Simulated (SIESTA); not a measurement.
Crystal: Ti.

```xyz
3
Lattice="4.5674 0.0000 0.0000 -2.2837 3.9555 0.0000 0.0000 0.0000 2.8262" Properties=species:S:1:pos:R:3 pbc="T T T"
Ti    2.2837    1.3185    1.4131
Ti    0.0000    2.6370    1.4131
Ti    0.0000    0.0000    0.0000
```

This isn't the form of Ti at room conditions, which is hcp.

Base run:

```yaml
Program: SIESTA 5.4.2
Functional: PBEsol
Potentials_or_basis: PseudoDojo 0.4 standard (PBEsol files)
Basis: DZ (energy shift 0.003 Ry; two zetas on semicore shells)
Grid_cutoff: 800 Ry
Energy_shift: 0.003 Ry
k_mesh: 7 × 7 × 9
Occupations: fermi-dirac, width 0.05 eV
Spin: no spin polarisation
```

Its results: band gap on the k mesh none (metal or under the smearing width); pressure -5.8 GPa.

Question: After a change of settings the same cell gave: band gap on the k mesh none (metal or under the smearing width); pressure -3.3 GPa. Which change was it?
A. basis from DZ (energy shift 0.003 Ry; two zetas on semicore shells) to DZP (energy shift 0.003 Ry; two zetas on semicore shells)
B. basis from DZ (energy shift 0.003 Ry; two zetas on semicore shells) to SZP (energy shift 0.003 Ry)
C. basis from DZ (energy shift 0.003 Ry; two zetas on semicore shells) to SZ (energy shift 0.003 Ry)

Answer: A.

Caveats: the basis of atomic orbitals isn't converged, which shifts pressures, moduli and gaps; the basis has no polarisation orbitals (some runs).

Runs at the PBE level aren't shown here.
